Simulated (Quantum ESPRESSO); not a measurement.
K: single point with PBE

Crystal: K.

```
K
1.0
    -2.62910    2.66761    2.60007
     2.71869   -2.74448    2.76653
     2.66008    2.77546   -2.67695
K
1
Direct
  0.99632 0.99168 0.00721
```

The cell isn't the ideal one: cell strained at random at fixed volume.

```json
{"Program": "Quantum ESPRESSO 7.5", "Task": "single point", "Functional": "PBE", "Potentials or basis": "SSSP 1.3 efficiency PBE", "Cutoff": "816 eV", "Density cutoff": "6531 eV", "k mesh": "7 × 7 × 7", "Occupations": "fermi-dirac, width 0.05 eV", "Spin": "no spin polarisation", "Mixing beta": "0.5", "Most SCF iterations": "120", "SCF threshold": "2e-10 Ry"}
```

```json
{"Pressure": "-0.2 GPa", "Band gap on the k mesh": "none (metal or under the smearing width)"}
```

Stress tensor (GPa, compression positive):
```
-0.21 -0.04 -0.09
-0.04 -0.20  0.08
-0.09  0.08 -0.22
```

Levels at points of the mesh, in eV from the Fermi level:
```csv
k point,band 3,band 4,band 5,band 6,band 7,band 8
"(0.00, 0.00, 0.00)",-15.63,-15.63,-2.06,4.11,4.23,4.28
```

Wall time 120 s on 1 thread of Intel(R) Xeon(R) 6975P-C (Granite Rapids), with other jobs on the host, peak memory 0.48 GiB.
